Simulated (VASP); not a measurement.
EuS:

```
Eu S
1.0
     0.00000    2.97850    2.97850
     2.97850    0.00000    2.97850
     2.97850    2.97850    0.00000
Eu S
1 1
Direct
  0.00000 0.00000 0.00000
  0.50000 0.50000 0.50000
```

```yaml
Program: VASP 6.6.1
Task: relaxation of cell and atoms
Functional: revPBE
Dispersion: D3(BJ)
Potentials_or_basis: VASP PAW PBE potentials, release 64 (Eu, S)
Cutoff: 600 eV
k_mesh: 8 × 8 × 8
Occupations: fermi-dirac, width 0.05 eV
Spin: collinear spin, ferromagnetic start
Starting_moments: "[7.0, 0.0] μB"
```

At the start: pressure -5.0 GPa; volume 26.42 Å³/atom.

Problem. Where does the relaxation end?

Solution. Over 3 steps the energy falls by 48.5 meV/atom and the volume is 23.62 Å³/atom (-10.6 %); space group Fm-3m (No. 225, to 0.05 Å); moment 6.96 μB per cell.

Step by step:
```csv
step,energy change (eV),largest force (eV/Å),pressure (GPa),volume (Å³)
1,0.0000,0.0000,-5.00,52.85
2,-0.0963,0.0000,0.57,46.79
3,-0.0971,0.0000,0.01,47.23
```

Final structure:
```yaml
crystal:
  lattice:
    - [0.00000, 2.86907, 2.86907]
    - [2.86907, 0.00000, 2.86907]
    - [2.86907, 2.86907, 0.00000]
  atoms:
    - { symbol: Eu, position: [0.00000, 0.00000, 0.00000] }
    - { symbol: S, position: [0.50000, 0.50000, 0.50000] }
```

Caveat: the PAW data sets were made with another functional, which shifts forces and pressure a little; the volume moved by -11 % from the deposited cell, more than functionals usually miss; a cell with one magnetic atom can't hold antiferromagnetic order, which such compounds often take; without U or exact exchange the open f shell lies at the Fermi level, which spoils levels, moments and volumes; pairwise dispersion overbinds metals, which lowers pressure and volume.
